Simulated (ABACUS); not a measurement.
The system is Hf.

```
Hf
1.0
     0.00000    2.22000    2.22000
     2.22000    0.00000    2.22000
     2.22000    2.22000    0.00000
Hf
1
Direct
  0.00000 0.00000 0.00000
```

This isn't the form of Hf at room conditions, which is hcp.

| Quantity | Value |
| --- | --- |
| Program | ABACUS 3.10.1 |
| Task | single point |
| Functional | PBE |
| Potentials or basis | PseudoDojo NC SR 0.4.1 PBE standard |
| Cutoff | 789 eV |
| Density cutoff | 3157 eV |
| Basis | plane waves |
| k mesh | 10 × 10 × 10 |
| Occupations | fermi-dirac, width 0.05 eV |
| Spin | no spin polarisation |

On this cell: pressure 3.2 GPa; band gap on the k mesh none (metal or under the smearing width).

The same run follows on a disturbed copy (cell strained at random at fixed volume):

```
Hf
1.0
    -0.04347    2.20748    2.21336
     2.16276   -0.04267    2.21256
     2.17201    2.21592   -0.05192
Hf
1
Direct
  0.00193 0.98878 0.99658
```

Question: What changes?

Answer: The energy (extrapolated to zero smearing) moves by +8.9 meV/atom; pressure 3.3 GPa; band gap on the k mesh none (metal or under the smearing width).

Stress tensor (GPa, compression positive):
```
3.98 1.30 1.82
1.30 3.02 1.67
1.82 1.67 2.87
```
